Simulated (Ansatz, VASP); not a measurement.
## MgO in VASP and in Ansatz

```
Mg O
1.0
     0.00000    2.13515    2.13515
     2.37535    0.00000    2.13515
     2.37535    2.13515    0.00000
Mg O
1 1
Cartesian
  0.0000 0.0000 0.0000
  2.3754 2.1351 2.1351
```

Change from the starting cell: strain +0.1125 x Voigt [1, 0, 0, 0, 0, 0], atoms carried along.

Alike in both runs: task single point; functional r2SCAN; k mesh 10 × 10 × 10; occupations gaussian, width 0.05 eV; no spin polarisation.

```csv
,VASP,Ansatz
version,VASP 6.6.1,Ansatz 0.2.0
potentials or method,"VASP PAW PBE potentials, release 64 (Mg, O)","scalar-relativistic, plane waves, PAW"
plane-wave cutoff (eV),520,500
valence electrons in the cell,8,16
```

Ansatz gave:

| Quantity | Value |
| --- | --- |
| gap on the k mesh at the Fermi level (eV) | 4.12 |
| least direct gap on the mesh (eV) | 4.12 |
| pressure (GPa) | -16.4 |
| largest component of the traceless stress (GPa) | 3.86 |

What did VASP give for the same quantities?

gap on the k mesh at the Fermi level (eV): 4.09; least direct gap on the mesh (eV): 4.09; pressure (GPa): -17.3; largest component of the traceless stress (GPa): 3.65.

The two sets of potentials don't hold the same shells in valence.

Caveats: so large a pressure means that the cell lies far from this level's equilibrium, or that cutoff or potentials fall short (VASP); the potentials were made for another functional, which shifts forces and pressure (VASP).
